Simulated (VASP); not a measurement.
Input of a VASP 6.6.1 run:

INCAR

```
PREC = Accurate
ENCUT = 520
EDIFF = 1E-6
ISMEAR = 0
SIGMA = 0.1
LREAL = False
LASPH = True
NELM = 100
ALGO = Normal
ISIF = 2
LWAVE = False
LCHARG = False
GGA = PE
NBANDS = 13
```

The input KPOINTS:

```
Automatic mesh
0
Gamma
  6 6 6
```

The input POSCAR:

```
Li2S
1.0
    0.0000000000      2.8351678400      2.8351678400
    2.8351678400      0.0000000000      2.8351678400
    2.8351678400      2.8351678400      0.0000000000
Li S
2 1
Direct
    0.7500000000      0.7500000000      0.7500000000
    0.2500000000      0.2500000000      0.2500000000
    0.0000000000      0.0000000000      0.0000000000
```

Potentials or basis: VASP PAW PBE potentials, release 64 (Li_sv, S).

Run with:

```sh
$ cat potpaw_PBE.64/Li_sv/POTCAR potpaw_PBE.64/S/POTCAR > POTCAR
$ mpirun -np 1 vasp_std > vasp.out
```

Problem. Predict the band gap on the k mesh.

Solution. 3.38 eV, indirect (least direct gap 4.35 eV).

 A hybrid or GW would open this gap; PBE tends to underestimate it.
